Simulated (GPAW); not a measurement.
Crystal: BN.

```xyz
4
Lattice="2.4982 0.0000 0.0000 -1.2491 2.1635 0.0000 0.0000 0.0000 6.6357" Properties=species:S:1:pos:R:3 pbc="T T T"
N     1.2491    0.7212    1.6589
N     0.0000    1.4424    4.9768
B     1.2491    0.7212    4.9768
B     0.0000    1.4424    1.6589
```

Base run:

- Program: GPAW 26.7.0
- Functional: PBE
- Potentials or basis: GPAW PAW data sets (gpaw-data 1.2.1)
- Cutoff: 800 eV
- Basis: pw
- k mesh: 9 × 9 × 3
- Occupations: fermi-dirac, width 0.05 eV
- Spin: no spin polarisation

Its results: band gap on the k mesh 4.43 eV, indirect (least direct gap 4.71 eV); pressure 4.3 GPa.

Question: The run is repeated on the same cell with these changes: functional from PBE to rSCAN. What comes out?

Answer: Band gap on the k mesh 4.98 eV, indirect (least direct gap 5.27 eV); pressure -0.9 GPa.

rSCAN gives the wider gap, since meta-GGAs in the generalised Kohn-Sham scheme recover part of the derivative discontinuity.

Caveats: the mesh misses the band edges, which the band path finds closer together; this functional lacks dispersion, which binds the layers, so the pressure and a relaxed spacing across them are unreliable (some runs); the PAW data sets were made with another functional, which shifts forces and pressure a little (some runs).
